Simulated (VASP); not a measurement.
# Si2W (I4/mmm) in VASP: a series of runs

The runs below take Si2W through relaxation of cell and atoms, with PBE.

Everything below comes from runs of VASP 6.6.1. Logs are shortened: lines on timing, memory, paths and dates and some standing lists are left out, and cuts for length are marked.

### 1 Starting point

The structure is tetragonal, space group I4/mmm (No. 139). The conventional cell has a = 3.214 Å, b = 3.214 Å, c = 7.830 Å, α = 90.00°, β = 90.00°, γ = 90.00°. Si (site symmetry 4mm) is surrounded by 5 Si at 2.59 to 2.63 Å and 5 W at 2.62 Å. W (site symmetry 4/mmm) has 10 Si at 2.62 Å as nearest neighbours.

### 2 Relaxation of cell and atoms, PBE

INCAR

```
  ALGO = Normal
  EDIFF = 1E-7
  EDIFFG = -0.002
  ENCUT = 250
  GGA = PE
  IBRION = 2
  ISIF = 3
  ISMEAR = 0
  LASPH = True
  LCHARG = False
  LREAL = False
  LWAVE = False
  NELM = 80
  NSW = 80
  PREC = Accurate
  SIGMA = 0.1
```

KPOINTS

```
k-points
0
Gamma
  18 18 18
```

POSCAR

```
Si2W
1.0
   -1.6069000000      1.6069000000      3.9149500000
    1.6069000000     -1.6069000000      3.9149500000
    1.6069000000      1.6069000000     -3.9149500000
Si W
2 1
Direct
    0.3347000000      0.3347000000      0.0000000000
    0.6653000000      0.6653000000      0.0000000000
    0.0000000000      0.0000000000      0.0000000000
```

Potentials or basis: VASP PAW PBE potentials, release 64 (Si, W_sv).

Run with:

```
$ cat potpaw_PBE.64/Si/POTCAR potpaw_PBE.64/W_sv/POTCAR > POTCAR
$ mpirun -np 1 vasp_std > vasp.out
```

OUTCAR:

```text
EDIFF = 1E-7
   EDIFFG = -0.002
   ENCUT = 250
   GGA = PE
   IBRION = 2
   ISIF = 3
   ISMEAR = 0
   LASPH = True
   LREAL = False
   NELM = 80
   NSW = 80
   PREC = Accurate

 ion  position               nearest neighbor table
   1  0.335  0.335  0.000-   2 2.59   3 2.62   3 2.62   3 2.62   3 2.62   3 2.62   2 2.63   2 2.63
                             2 2.63   2 2.63
   2  0.665  0.665  0.000-   1 2.59   3 2.62   3 2.62   3 2.62   3 2.62   3 2.62   1 2.63   1 2.63
                             1 2.63   1 2.63
   3  0.000  0.000  0.000-   2 2.62   2 2.62   2 2.62   1 2.62   2 2.62   1 2.62   1 2.62   1 2.62
                             1 2.62   2 2.62

  LATTYP: Found a body centered tetragonal cell.
 ALAT       =     3.2138000000
 C/A-ratio  =     2.4363370465

  Lattice vectors:

 A1 = (  -1.6069000000,   1.6069000000,   3.9149500000)
 A2 = (   1.6069000000,  -1.6069000000,   3.9149500000)
 A3 = (   1.6069000000,   1.6069000000,  -3.9149500000)

Analysis of symmetry for initial positions (statically):
=====================================================================
 Subroutine PRICEL returns:
 Original cell was already a primitive cell.

 Routine SETGRP: Setting up the symmetry group for a
 body centered tetragonal supercell.

 Subroutine GETGRP returns: Found 16 space group operations
 (whereof 16 operations were pure point group operations)
 out of a pool of 16 trial point group operations.

The static configuration has the point symmetry D_4h.

Analysis of symmetry for dynamics (positions and initial velocities):
=====================================================================
 Subroutine PRICEL returns:
 Original cell was already a primitive cell.

 Routine SETGRP: Setting up the symmetry group for a
 body centered tetragonal supercell.

 Subroutine GETGRP returns: Found 16 space group operations
 (whereof 16 operations were pure point group operations)
 out of a pool of 16 trial point group operations.

The dynamic configuration has the point symmetry D_4h.

 Subroutine INISYM returns: Found 16 space group operations
 (whereof 16 operations are pure point group operations),
 and found     1 'primitive' translations

----------------------------------------------------------------------------------------

                                     Primitive cell

  volume of cell :      40.4356

  direct lattice vectors                    reciprocal lattice vectors
    -1.606900000  1.606900000  3.914950000     0.000000000  0.311158131  0.127715552
     1.606900000 -1.606900000  3.914950000     0.311158131  0.000000000  0.127715552
     1.606900000  1.606900000 -3.914950000     0.311158131  0.311158131  0.000000000

  length of vectors
     4.526708376  4.526708376  4.526708376     0.336348992  0.336348992  0.440044048

  position of ions in fractional coordinates (direct lattice)
     0.334700000  0.334700000  0.000000000
     0.665300000  0.665300000  0.000000000
     0.000000000  0.000000000  0.000000000

  ion indices of the primitive-cell ions
   primitive index   ion index
                 1           1
                 2           2
                 3           3

----------------------------------------------------------------------------------------

 KPOINTS: k-points

Automatic generation of k-mesh.
 Grid dimensions read from file:
 generate k-points for:   18   18   18

 Generating k-lattice:

  Cartesian coordinates                     Fractional coordinates (reciprocal lattice)
     0.000000000  0.017286563  0.007095308     0.055555556  0.000000000  0.000000000
     0.017286563  0.000000000  0.007095308     0.000000000  0.055555556  0.000000000
     0.017286563  0.017286563  0.000000000     0.000000000  0.000000000  0.055555556

  Length of vectors
     0.018686055  0.018686055  0.024446892

  Shift w.r.t. Gamma in fractional coordinates (k-lattice)
     0.000000000  0.000000000  0.000000000

 Subroutine IBZKPT returns following result:
 ===========================================

 Found    480 irreducible k-points:

 Following reciprocal coordinates:
            Coordinates               Weight
  0.000000  0.000000  0.000000      1.000000
  0.055556 -0.000000  0.000000      8.000000
  0.111111 -0.000000  0.000000      8.000000
  0.166667  0.000000  0.000000      8.000000
  0.222222  0.000000 -0.000000      8.000000
  0.277778  0.000000  0.000000      8.000000
[... 16 lines left out ...]
 -0.277778  0.055556  0.000000     16.000000
 -0.222222  0.055556  0.000000     16.000000
 [... further k-points ...]
   k-points           NKPTS =    480   k-points in BZ     NKDIM =    480   number of bands    NBANDS=     15
   number of dos      NEDOS =    301   number of ions     NIONS =      3
   total plane-waves  NPLWV =  13824
   dimension x,y,z NGX =    24 NGY =   24 NGZ =   24
   dimension x,y,z NGXF=    48 NGYF=   48 NGZF=   48
   ions per type =               2   1
   NGX,Y,Z   is equivalent  to a cutoff of   8.81,  8.81,  8.81 a.u.
   NGXF,Y,Z  is equivalent  to a cutoff of  17.63, 17.63, 17.63 a.u.
 SYSTEM =  unknown system
   PREC   = accura    normal or accurate (medium, high low for compatibility)
   ISTART =      0    job   : 0-new  1-cont  2-samecut
   ICHARG =      2    charge: 1-file 2-atom 10-const
   ISPIN  =      1    spin polarized calculation?
   LNONCOLLINEAR =      F non collinear calculations
   LSORBIT =      F    spin-orbit coupling
   LASPH  =      T    aspherical Exc in radial PAW
   ENCUT  =  250.0 eV  18.37 Ry    4.29 a.u.   5.84  5.84  5.84*2*pi/ulx,y,z
   NELM   =     80;   NELMIN=  2; NELMDL= -5     # of ELM steps
   EDIFF  = 0.1E-06   stopping-criterion for ELM
   LREAL  =      F    real-space projection
   EDIFFG = -.2E-02   stopping-criterion for IOM
   NSW    =     80    number of steps for IOM
   IBRION =      2    ionic relax: 0-MD 1-quasi-New 2-CG
   NFREE  =      1    steps in history (QN), initial steepest desc. (CG)
   ISIF   =      3    stress and relaxation
   ISYM   =      2    0-nonsym 1-usesym 2-fastsym
   POTIM  = 0.5000    time-step for ionic-motion
   TEBEG  =    0.0;   TEEND  =   0.0 temperature during run
   PSTRESS=    0.0 pullay stress
   NELECT =      22.0000    total number of electrons
   NUPDOWN=      -1.0000    fix difference up-down
   EMIN   =  10.00;   EMAX   =-10.00  energy-range for DOS
   EFERMI =   0.00;   METHOD = LEGACY
   ISMEAR =     0;   SIGMA  =   0.10  broadening in eV -4-tet -1-fermi 0-gaus
   EFERMI_NEDOS =   21; number of points for ismear=-14 and -15
   IALGO  =     38    algorithm
   IMIX   =      4    mixing-type and parameters
     AMIX     =   0.40;   BMIX     =  1.00
     AMIX_MAG =   1.60;   BMIX_MAG =  1.00
  volume/ion in A,a.u.               =      13.48        90.96
  Fermi-wavevector in a.u.,A,eV,Ry     =   1.336476  2.525573 24.302284  1.786167
  Thomas-Fermi vector in A             =   2.465099
   LORBIT       =      0    0 simple, 1 ext, 2 COOP (PROOUT), +10 PAW based schemes
   GGA     = PE    functional components
   LHFCALC =     F    Hartree Fock is set to
   AEXX    =    0.0000 exact exchange contribution
   IVDW    =     0    specifies the selected vdW correction
   LEPSILON=     F    determine dielectric tensor
   LRPA    =     F    only Hartree local field effects (RPA)
 conjugate gradient relaxation of ions
 non-spin polarized calculation
 Gauss-broadening in eV      SIGMA  =   0.10
  energy-cutoff  :      250.00
  volume of cell :       40.44
 maximum number of plane-waves:       373
   NGX = 11   NGY = 11   NGZ = 11

--------------------------------------- Ionic step        1  -------------------------------------------

 number of electron      22.0000003 magnetization

 Free energy of the ion-electron system (eV)
  ---------------------------------------------------
  ext. energy  EPLUGINS =         0.00000000
  ---------------------------------------------------
  free energy    TOTEN  =       -24.76456518 eV

  energy without entropy =      -24.76368770  energy(sigma->0) =      -24.76412644

------------------------ aborting loop because EDIFF is reached ----------------------------------------

  FORCE on cell =-STRESS in cart. coord.  units (eV):
  Direction    XX          YY          ZZ          XY          YZ          ZX
  --------------------------------------------------------------------------------------
  -------------------------------------------------------------------------------------
  Total        0.6771840      0.6771840      0.8084652      0.0000000      0.0000000      0.0000000
  in kB       26.8320208     26.8320208     32.0337653      0.0000000      0.0000000      0.0000000
  external PRESSURE =      28.5659356 kB  Pullay stress =       0.0000000 kB
[... 281 lines left out ...]
  energy  without entropy=      -24.7681661867  energy(sigma->0) =      -24.76862138

--------------------------------------- Ionic step        9  -------------------------------------------

 number of electron      22.0000001 magnetization

 Free energy of the ion-electron system (eV)
  ---------------------------------------------------
  ext. energy  EPLUGINS =         0.00000000
  ---------------------------------------------------
  free energy    TOTEN  =       -24.76907658 eV

  energy without entropy =      -24.76816588  energy(sigma->0) =      -24.76862123

 E-fermi :  11.7958     XC(G=0): -12.4719

 val. band max:       11.7731935125   @ k =  -0.3889   0.5000   0.3333
 cond. band min:      11.8320590602   @ k =  -0.3889  -0.4444   0.3889
 fundamental gap:      0.0588655476
 Fermi energy:        11.7957541927

 k-point     1 :       0.0000    0.0000    0.0000
  band No.  band energies     occupation
      1     -62.0419      2.00000
      2     -26.3174      2.00000
      3     -26.3013      2.00000
      4     -26.3013      2.00000
      5      -2.1934      2.00000
      6       5.0169      2.00000
      7       8.0262      2.00000
      8       8.5377      2.00000
      9       8.9786      2.00000
     10       8.9786      2.00000
     11      12.4091      0.00000
     12      14.4573      0.00000
     13      14.8116      0.00000
     14      14.8487      0.00000
     15      14.8487      0.00000
[... 397 lines left out ...]
 k-point    24 :      -0.2222    0.0556    0.0000
  band No.  band energies     occupation
      1     -62.0394      2.00000
      2     -26.3880      2.00000
      3     -26.3098      2.00000
      4     -26.3001      2.00000
      5      -1.2949      2.00000
      6       5.1139      2.00000
      7       6.4631      2.00000
      8       8.2162      2.00000
      9       8.9592      2.00000
     10       9.6758      2.00000
     11      10.4003      2.00000
     12      13.3596      0.00000
     13      13.9870      0.00000
     14      16.1596      0.00000
     15      16.2669      0.00000

 [... further k-points ...]

------------------------ aborting loop because EDIFF is reached ----------------------------------------

  FORCE on cell =-STRESS in cart. coord.  units (eV):
  Direction    XX          YY          ZZ          XY          YZ          ZX
  --------------------------------------------------------------------------------------
  -------------------------------------------------------------------------------------
  Total       -0.0019745     -0.0019745      0.0019462      0.0000000      0.0000000      0.0000000
  in kB       -0.0772744     -0.0772744      0.0761686      0.0000000      0.0000000      0.0000000
  external PRESSURE =      -0.0261268 kB  Pullay stress =       0.0000000 kB
[... 18 lines left out ...]
  FREE ENERGIE OF THE ION-ELECTRON SYSTEM (eV)
  ---------------------------------------------------
  free  energy   TOTEN  =       -24.7690765824 eV

  energy  without entropy=      -24.7681658755  energy(sigma->0) =      -24.76862123

 reached required accuracy - stopping structural energy minimisation
```

It took 5.6 min on 1 thread of Intel Xeon Platinum 8259CL at 2.50GHz (Skylake/Cascade Lake), shared host; peak memory 0.23 GiB.

These settings aren't checked as converged: the numbers below hold their error.

What came out:

```
Free energy                            : -24.7691 eV
Relaxed volume                         : 13.65 Å³/atom
Relaxed cell                           : a = 4.546 Å, b = 4.546 Å, c = 4.546 Å, α = 138.43°, β = 138.43°, γ = 60.25°
Space group after relaxing (to 0.05 Å) : I4/mmm (No. 139)
Energy gained by relaxing              : 1.5 meV/atom
Ionic steps                            : 9
Band gap on the k mesh                 : none (metal or under the smearing width)
```

Caveat: the cutoff is under 1.25 times the usual one of these potentials, so pressure, stress and relaxed cells hold a basis-set (Pulay) error.

### 3 Relaxation of cell and atoms, PBE

This run uses another cell than the first one, of 13.65 Å³/atom, 1.012 times its volume.

INCAR is that of step 2.

KPOINTS is that of step 2.

POSCAR

```
Si2W                                    
1.0
   -1.6133600269      1.6133600269      3.9318874716
    1.6133600269     -1.6133600269      3.9318874716
    1.6133600269      1.6133600269     -3.9318874716
  Si              W             
     2     1
Direct
     0.3344925272539434    0.3344925272539434    0.0000000000000000
     0.6655074727460566    0.6655074727460566    0.0000000000000000
     0.0000000000000000    0.0000000000000000    0.0000000000000000
```

Potentials or basis: VASP PAW PBE potentials, release 64 (Si, W_sv).

Run with:

```
$ cat potpaw_PBE.64/Si/POTCAR potpaw_PBE.64/W_sv/POTCAR > POTCAR
$ mpirun -np 1 vasp_std > vasp.out
```

OUTCAR:

```text
EDIFF = 1E-7
   EDIFFG = -0.002
   ENCUT = 250
   GGA = PE
   IBRION = 2
   ISIF = 3
   ISMEAR = 0
   LASPH = True
   LREAL = False
   NELM = 80
   NSW = 80
   PREC = Accurate

 ion  position               nearest neighbor table
   1  0.334  0.334  0.000-   2 2.60   3 2.63   3 2.63   3 2.63   3 2.63   3 2.63   2 2.64   2 2.64
                             2 2.64   2 2.64
   2  0.666  0.666  0.000-   1 2.60   3 2.63   3 2.63   3 2.63   3 2.63   3 2.63   1 2.64   1 2.64
                             1 2.64   1 2.64
   3  0.000  0.000  0.000-   2 2.63   2 2.63   2 2.63   1 2.63   2 2.63   1 2.63   1 2.63   1 2.63
                             1 2.63   2 2.63

  LATTYP: Found a body centered tetragonal cell.
 ALAT       =     3.2267200538
 C/A-ratio  =     2.4370800107

  Lattice vectors:

 A1 = (  -1.6133600269,   1.6133600269,   3.9318874716)
 A2 = (   1.6133600269,  -1.6133600269,   3.9318874716)
 A3 = (   1.6133600269,   1.6133600269,  -3.9318874716)

Analysis of symmetry for initial positions (statically):
=====================================================================
 Subroutine PRICEL returns:
 Original cell was already a primitive cell.

 Routine SETGRP: Setting up the symmetry group for a
 body centered tetragonal supercell.

 Subroutine GETGRP returns: Found 16 space group operations
 (whereof 16 operations were pure point group operations)
 out of a pool of 16 trial point group operations.

The static configuration has the point symmetry D_4h.

Analysis of symmetry for dynamics (positions and initial velocities):
=====================================================================
 Subroutine PRICEL returns:
 Original cell was already a primitive cell.

 Routine SETGRP: Setting up the symmetry group for a
 body centered tetragonal supercell.

 Subroutine GETGRP returns: Found 16 space group operations
 (whereof 16 operations were pure point group operations)
 out of a pool of 16 trial point group operations.

The dynamic configuration has the point symmetry D_4h.

 Subroutine INISYM returns: Found 16 space group operations
 (whereof 16 operations are pure point group operations),
[... 134 lines left out ...]
 maximum number of plane-waves:       379
   NGX = 11   NGY = 11   NGZ = 11

 number of electron      22.0000001 magnetization

 Free energy of the ion-electron system (eV)
  ---------------------------------------------------
  ext. energy  EPLUGINS =         0.00000000
  ---------------------------------------------------
  free energy    TOTEN  =       -24.77218226 eV

  energy without entropy =      -24.77127185  energy(sigma->0) =      -24.77172706

 E-fermi :  11.7956     XC(G=0): -12.4718

 val. band max:       11.7731049250   @ k =  -0.3889   0.5000   0.3333
 cond. band min:      11.8318184053   @ k =  -0.3889  -0.4444   0.3889
 fundamental gap:      0.0587134804
 Fermi energy:        11.7955578199

 k-point     1 :       0.0000    0.0000    0.0000
  band No.  band energies     occupation
      1     -62.0444      2.00000
      2     -26.3187      2.00000
      3     -26.3034      2.00000
      4     -26.3034      2.00000
      5      -2.1935      2.00000
      6       5.0166      2.00000
      7       8.0259      2.00000
      8       8.5355      2.00000
      9       8.9771      2.00000
     10       8.9771      2.00000
     11      12.4089      0.00000
     12      14.4526      0.00000
     13      14.7810      0.00000
     14      14.8402      0.00000
[... 401 lines left out ...]
      2     -26.3888      2.00000
      3     -26.3107      2.00000
      4     -26.3013      2.00000
      5      -1.2949      2.00000
      6       5.1138      2.00000
      7       6.4626      2.00000
      8       8.2157      2.00000
      9       8.9585      2.00000
     10       9.6750      2.00000
     11      10.3996      2.00000
     12      13.3583      0.00000
     13      13.9856      0.00000
     14      16.1572      0.00000
     15      16.2661      0.00000

 [... further k-points ...]

------------------------ aborting loop because EDIFF is reached ----------------------------------------

  FORCE on cell =-STRESS in cart. coord.  units (eV):
  Direction    XX          YY          ZZ          XY          YZ          ZX
  --------------------------------------------------------------------------------------
  -------------------------------------------------------------------------------------
  Total       -0.0016935     -0.0016935     -0.0008448      0.0000000      0.0000000     -0.0000000
  in kB       -0.0662781     -0.0662781     -0.0330643      0.0000000      0.0000000     -0.0000000
  external PRESSURE =      -0.0552068 kB  Pullay stress =       0.0000000 kB

 VOLUME and BASIS-vectors are now :
 -----------------------------------------------------------------------------
  energy-cutoff  :      250.00
  volume of cell :       40.94
      direct lattice vectors                 reciprocal lattice vectors
    -1.613360027  1.613360027  3.931887472     0.000000000  0.309912228  0.127165389
     1.613360027 -1.613360027  3.931887472     0.309912228  0.000000000  0.127165389
     1.613360027  1.613360027 -3.931887472     0.309912228  0.309912228  0.000000000

 POSITION                                       TOTAL-FORCE (eV/Angst)
 -----------------------------------------------------------------------------------
      0.00000      0.00000      2.63037        -0.000000     -0.000000     -0.001491
      0.00000      0.00000      5.23340         0.000000      0.000000      0.001491
      0.00000      0.00000      0.00000        -0.000000     -0.000000      0.000000
 -----------------------------------------------------------------------------------
    total drift:                                0.000000     -0.000000      0.000000

  FREE ENERGIE OF THE ION-ELECTRON SYSTEM (eV)
  ---------------------------------------------------
  free  energy   TOTEN  =       -24.7721822636 eV

  energy  without entropy=      -24.7712718546  energy(sigma->0) =      -24.77172706

 reached required accuracy - stopping structural energy minimisation
```

CONTCAR:

```text
Si2W
   1.00000000000000
    -1.6133600268999999    1.6133600268999999    3.9318874716000001
     1.6133600268999999   -1.6133600268999999    3.9318874716000001
     1.6133600268999999    1.6133600268999999   -3.9318874716000001
  Si              W
     2     1
Direct
     0.3344925272539427    0.3344925272539427    0.0000000000000000
     0.6655074727460573    0.6655074727460573    0.0000000000000000
     0.0000000000000000    0.0000000000000000    0.0000000000000000

  0.00000000E+00  0.00000000E+00  0.00000000E+00
  0.00000000E+00  0.00000000E+00  0.00000000E+00
  0.00000000E+00  0.00000000E+00  0.00000000E+00
```

Wall time 77 s (1 thread of Intel Xeon Platinum 8259CL at 2.50GHz (Skylake/Cascade Lake), shared host); peak memory 0.22 GiB.

These settings aren't checked as converged: the numbers below hold their error.

What came out:

| Item | Value |
| --- | --- |
| Free energy | -24.7722 eV |
| Band gap on the k mesh | none (metal or under the smearing width) |

Caveat: the cutoff is under 1.25 times the usual one of these potentials, so pressure, stress and relaxed cells hold a basis-set (Pulay) error; the relaxation stopped at its first step, so nothing moved.
